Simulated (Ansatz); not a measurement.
Ca:

```
CELL_PARAMETERS angstrom
-2.24000 2.24000 2.24000
2.24000 -2.24000 2.24000
2.24000 2.24000 -2.24000
ATOMIC_POSITIONS crystal
Ca 0.00000 0.00000 0.00000
```

This isn't the form of Ca at room conditions, which is fcc.

| Item | Value |
| --- | --- |
| Program | Ansatz 0.2.0 |
| Task | relaxation of cell and atoms |
| Functional | r2SCAN |
| Potentials or basis | Ansatz PAW |
| Cutoff | 500 eV (not typed: the program's choice for these potentials) |
| k mesh | 8 × 8 × 8 |
| Occupations | fermi-dirac, width 0.05 eV |
| Spin | no spin polarisation |

At the start: volume 44.96 Å³/atom.

**Question.** How do energy, volume and symmetry change on relaxing?

**Answer.** It ends after 4 steps and the volume is 43.31 Å³/atom (-3.7 %); space group Im-3m (No. 229, to 0.05 Å).

The path:
```csv
step,energy change (eV),largest force (eV/Å),volume (Å³)
1,0.0000,0.0000,44.96
2,-0.0022,0.0000,44.25
3,-0.0033,0.0000,43.31
4,-0.0032,0.0000,43.31
```

Final structure:
```
Ca
1.0
    -2.21235    2.21235    2.21235
     2.21235   -2.21235    2.21235
     2.21235    2.21235   -2.21235
Ca
1
Direct
  0.00000 0.00000 0.00000
```

Caveat: the plane-wave basis is chosen anew once the cell has moved, so the energies of steps on either side of that aren't comparable; the PAW data sets come from PBE, with cores solved anew for the run's functional, which leaves a small shift of forces and pressure.
